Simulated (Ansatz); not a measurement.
**Ti (P6_3/mmc), work and stress of cleavage**

Theory: DFT PBE, scalar-relativistic, plane waves, PAW (Ansatz). Cutoff 420 eV, Γ-centred 23×23×5 k-points, Gaussian smearing of 0.15 eV. No spin polarisation. Energies are free energies at this smearing, counted from the undisturbed cell; pressure is positive in compression.

Reference structure (relaxed at this level; with this scan's settings it stands at 0.1 GPa):

```xyz
6
Lattice="-2.9385 0.0000 0.0000 -1.4692 -2.5448 0.0000 0.0000 0.0000 13.9519" Properties=species:S:1:pos:R:3 pbc="T T T"
Ti   -1.4692   -0.8483   12.7895
Ti   -1.4692   -0.8483    3.4882
Ti   -1.4692   -0.8483    8.1388
Ti   -2.9385   -1.6965    1.1629
Ti   -2.9385   -1.6965    5.8135
Ti   -2.9385   -1.6965   10.4642
```

The cut lies on the cell's a–b face, a (0 0 1) plane (indices in the standard cell, whose axes needn't be the Cartesian ones shown) of area 7.48 Å², between layers 2.33 Å apart. Vector c is lengthened by d along the normal with the atoms' Cartesian places fixed: one unrelaxed cut a cell. The traction is positive where the two halves pull on each other.

| d (Å) | energy (J/m²) | traction (GPa) |
| --- | --- | --- |
| -0.30 | 0.40 | -31.5 |
| 0.00 | 0.00 | 0.0 |
| 0.25 | 0.15 | 11.3 |
| 0.50 | 0.53 | 18.0 |
| 1.00 | 1.55 | 21.2 |
| 2.00 | 3.21 | 10.7 |
| 3.00 | 3.87 | 3.6 |
| 6.00 | 4.13 | 0.0 |

**Question.** What are the work of separation and the cleavage stress, and do they fit the universal binding curve?

**Answer.** The energy levels off near W ≈ 4.13 J/m² (the traction is down to 0.0 GPa), the energy of the two unrelaxed faces, 2.07 J/m² each on average. The largest sampled traction is 21.2 GPa at d = 1.00 Å, and a parabola through it and its two neighbours peaks at σ_max ≈ 21.3 GPa, d ≈ 1.04 Å. The curve E = W[1 − (1 + d/ℓ)exp(−d/ℓ)] peaks in traction at d = ℓ with σ_max = W/(eℓ); with 1 J/m² per Å = 10 GPa this W and σ_max give ℓ = 0.71 Å. A parabola through that curve at the same three d peaks at 0.73 Å, against 1.04 Å here, so the traction peaks further out than on that curve. Real crystals break at far lower stress, because cracks concentrate it, and on the plane of lowest W, which needn't be this one.

The cut is rigid; relaxing the faces lowers these energies and usually the stresses.

In a metal these slopes depend on the k mesh and the smearing.

Cost: 8 runs of about 6.8 core-minutes in all, on Intel Xeon 6975P-C (Granite Rapids) (shared hosts).